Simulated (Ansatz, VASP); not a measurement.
## Bi: VASP beside Ansatz

File INCAR:

```
PREC = Accurate
ENCUT = 520
EDIFF = 1E-6
ISMEAR = -1
SIGMA = 0.05
LREAL = F
LASPH = T
NELM = 100
ALGO = Normal
ISIF = 2
LWAVE = F
LCHARG = F
GGA = PS
NBANDS = 14
```

File KPOINTS:

```
Automatic mesh
0
Gamma
  12 12 12
```

The input POSCAR:

```
Bi
1.0
    2.5586890708      0.0000000000      0.0000000000
    0.0000000000      2.5586890708      0.0000000000
    0.0000000000      0.0000000000      2.5586890708
Bi
1
Direct
    0.0000000000      0.0000000000      0.0000000000
```

Input for Ansatz:

```yaml
crystal:
  lattice:
    - [2.5586890708, 0.0, 0.0]
    - [0.0, 2.5586890708, 0.0]
    - [0.0, 0.0, 2.5586890708]
  atoms:
    - { symbol: Bi, position: [0.0, 0.0, 0.0] }
kpoints:
  mp_grid: { grid: [12, 12, 12] }
scf:
  occupations: { method: fermi_dirac, width: 0.05 }
hamiltonian:
  xc: pbesol
  pseudopotentials: { kind: all_electron, lapw: { basis_error: 0.001 } }
output:
  forces: true
  stress: true
  eigenvalues: true
  populations: true
```

Change from the starting cell: volume scaled by 0.5, LAPW.

Alike in both runs: task single point; functional PBEsol; k mesh 12 × 12 × 12; occupations fermi-dirac, width 0.05 eV; no spin polarisation.

|  | VASP | Ansatz |
| --- | --- | --- |
| version | VASP 6.6.1 | Ansatz 0.2.0 |
| potentials or method | VASP PAW PBE potentials, release 64 (Bi_d) | all-electron LAPW, scalar-relativistic |
| plane-wave cutoff (eV) | 520 | see its input |

|  | VASP | Ansatz | Ansatz less VASP |
| --- | --- | --- | --- |
| pressure (GPa) | 183.4 | 183.2 | -0.21 |

Ansatz ran all-electron here, so the differences hold the error of VASP's frozen core and of both bases.

Caveats: the cell as given lies far from equilibrium; so large a pressure means that the cell lies far from this level's equilibrium, or that cutoff or potentials fall short (VASP); the potentials were made for another functional, which shifts forces and pressure (VASP); spin-orbit coupling is left out, which moves the levels of the heavy elements.
